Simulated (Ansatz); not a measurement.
# Ge (bcc type): the cost of one run

Method: DFT, PBE, PAW with Ansatz's default frozen-core files, scalar-relativistic, in Ansatz 0.2.0.

### Step 1. Starting point

Symmetry: Im-3m, No. 229, cubic system. Conventional cell: a = 3.362 Å, b = 3.362 Å, c = 3.362 Å, α = 90.00°, β = 90.00°, γ = 90.00°. Ge (site symmetry m-3m) is surrounded by 8 Ge at 2.91 Å.

Structure file:

```xyz
1
Lattice="-1.6810 1.6810 1.6810 1.6810 -1.6810 1.6810 1.6810 1.6810 -1.6810" Properties=species:S:1:pos:R:3 pbc="T T T"
Ge    0.0000    0.0000    0.0000
```

### Step 2. Cell relaxed at zero pressure, PAW

Input file input.yaml:

```yaml
crystal:
  lattice:
    - [-1.6809877034, 1.6809877034, 1.6809877034]
    - [1.6809877034, -1.6809877034, 1.6809877034]
    - [1.6809877034, 1.6809877034, -1.6809877034]
  atoms:
    - { symbol: Ge, position: [0.0, 0.0, 0.0] }
kpoints:
  mp_grid: { grid: [17, 17, 17] }
scf:
  occupations: { method: fermi_dirac, width: 0.05 }
hamiltonian:
  xc: pbe
  pseudopotentials: { kind: paw }
output:
  forces: true
  stress: true
relax:
  f_tol: 0.005
  max_steps: 40
  cell: {}
```

Run with:

```bash
ansatz run input.yaml --threads 1 --pin off --max-ram 3584MiB --backend cpu --events-out ev --progress --plain --runs-dir out
```

What time and memory should one allow on 1 thread of Arm Neoverse V2, shared host?

About 5.1 s, with a peak of 0.31 GiB.
